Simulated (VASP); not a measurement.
Here is a VASP 6.6.1 calculation.

INCAR

```
PREC = Accurate ; ENCUT = 520
EDIFF = 1E-7 ; ISMEAR = -1
SIGMA = 0.05 ; LREAL = F
LASPH = T ; NELM = 80
ALGO = Normal ; ISIF = 2
LWAVE = F ; LCHARG = F
GGA = PE ; NBANDS = 14
```

Contents of KPOINTS:

```
Automatic mesh
0
Gamma
  8 8 8
```

POSCAR

```
NaCl
1.0
    0.0000000000      2.7940632177      2.7940632177
    2.7940632177      0.0000000000      2.7940632177
    2.7940632177      2.7940632177      0.0000000000
Cl Na
1 1
Direct
    0.4882060000      0.5126430000      0.5019320000
   -0.0041700000      0.0029950000     -0.0036060000
```

Potentials or basis: VASP PAW PBE potentials, release 64 (Cl, Na_pv).

Launch:

```console
$ cat potpaw_PBE.64/Cl/POTCAR potpaw_PBE.64/Na_pv/POTCAR > POTCAR
$ mpirun -np 1 vasp_std > vasp.out
```

Problem. Predict the band gap on the k mesh.

Solution. 5.22 eV, direct.

Problem. What does it give for the largest force?

Solution. 0.069 eV/Å.

Problem. Predict the pressure.

Solution. 1.5 GPa.

Forces in eV/Å, atoms in the order of the input:
```
Cl  -0.068  0.009 -0.009
Na   0.068 -0.009  0.009
```
